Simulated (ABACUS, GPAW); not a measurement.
InP: energy against volume and a worked fit

```
In P
1.0
     4.14435    0.00000    0.00000
     2.07218    3.58911    0.00000
     2.07218    1.19637    3.38385
In P
1 1
Cartesian
  0.0000 0.0000 0.0000
  6.2165 3.5891 2.5379
```

The cell was scaled at fixed shape and fractions and run with GPAW, PAW data sets generated for this functional, cutoff 600 eV; LDA, k mesh 6 × 6 × 6 on the cell of 2 atoms, fermi-dirac occupations of 0.05 eV, no spin polarisation, no spin-orbit coupling. Energies are those that the program minimises, any entropy of the smearing included.

```tsv
V (Å³/atom)	energy over the lowest row (meV/atom)
23.6566	9.55
24.1600	?
24.6633	0.00
25.1666	2.41
25.6700	8.93
26.1733	19.07
26.6766	32.41
```

Task: Fit the third-order Birch-Murnaghan form, give V0, B0 and B′, and predict the energy left open.

Result: With y = (V0/V)^(2/3), E = E0 + (9 V0 B0/16) [(y - 1)³ B′ + (y - 1)² (6 - 4y)]. Least squares through the rows shown give V0 = 24.6400 Å³/atom, E0 = -0.01 meV, B0 = 72.09 GPa (1 eV/Å³ = 160.218 GPa) and B′ = 4.87, with a largest miss of 0.01 meV. At V = 24.1600 the form with these constants gives 2.18 meV; the run gave 2.20 meV an atom. Other set-ups at this level, from all their volumes (Å³/atom, GPa): ABACUS, GBRV ultrasoft 1.5 LDA, plane waves: V0 24.713, B0 70.12. Measured volume: 25.27 Å³/atom at 291.15 K (a printed reference work), so the fit lies -2.5 % from it. Measured modulus: 71 GPa (a printed reference work), so the fit lies +1.5 % from it. The runs are for a static lattice.
